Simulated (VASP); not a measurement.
The system is MoS2.

```
CELL_PARAMETERS angstrom
3.16900 0.00000 0.00000
-1.58450 2.74443 0.00000
0.00000 0.00000 12.32400
ATOMIC_POSITIONS crystal
Mo 0.66667 0.33333 0.75000
Mo 0.33333 0.66667 0.25000
S 0.66667 0.33333 0.37700
S 0.33333 0.66667 0.87700
S 0.66667 0.33333 0.12300
S 0.33333 0.66667 0.62300
```

```yaml
Program: VASP 6.6.1
Task: relaxation of cell and atoms
Functional: PBE
Dispersion: D3(BJ)
Potentials_or_basis: VASP PAW PBE potentials, release 64 (Mo_sv, S)
Cutoff: 600 eV
k_mesh: 8 × 8 × 4
Occupations: gaussian, width 0.02 eV
Spin: no spin polarisation
```

At the start: pressure -2.0 GPa; volume 17.86 Å³/atom.

Q: Where does the relaxation end?

A: Over 11 steps the energy falls by 2.8 meV/atom and the volume is 17.30 Å³/atom (-3.2 %); space group P6_3/mmc (No. 194, to 0.05 Å).

Step by step:
| step | energy change (eV) | largest force (eV/Å) | pressure (GPa) | volume (Å³) |
| --- | --- | --- | --- | --- |
| 1 | 0.0000 | 0.0752 | -2.05 | 107.18 |
| 2 | 0.0162 | 0.5249 | 3.46 | 103.68 |
| 3 | -0.0088 | 0.1417 | -0.09 | 105.86 |
| 4 | -0.0114 | 0.0582 | -0.06 | 105.44 |
| 5 | -0.0115 | 0.0366 | -0.06 | 105.33 |
| 6 | -0.0130 | 0.0354 | -0.03 | 105.08 |
| 7 | -0.0161 | 0.0308 | 0.07 | 104.30 |
| 8 | -0.0149 | 0.0194 | 0.40 | 102.75 |
| 9 | -0.0168 | 0.0306 | 0.21 | 103.72 |
| 10 | -0.0146 | 0.1344 | -1.01 | 104.15 |
| 11 | -0.0170 | 0.0013 | -0.01 | 103.79 |

Final structure:
```
Mo S
1.0
     3.14880    0.00000    0.00000
    -1.57440    2.72694    0.00000
     0.00000    0.00000   12.08763
Mo S
2 4
Direct
  0.66667 0.33333 0.75000
  0.33333 0.66667 0.25000
  0.66667 0.33333 0.37949
  0.33333 0.66667 0.87948
  0.66667 0.33333 0.12051
  0.33333 0.66667 0.62052
```
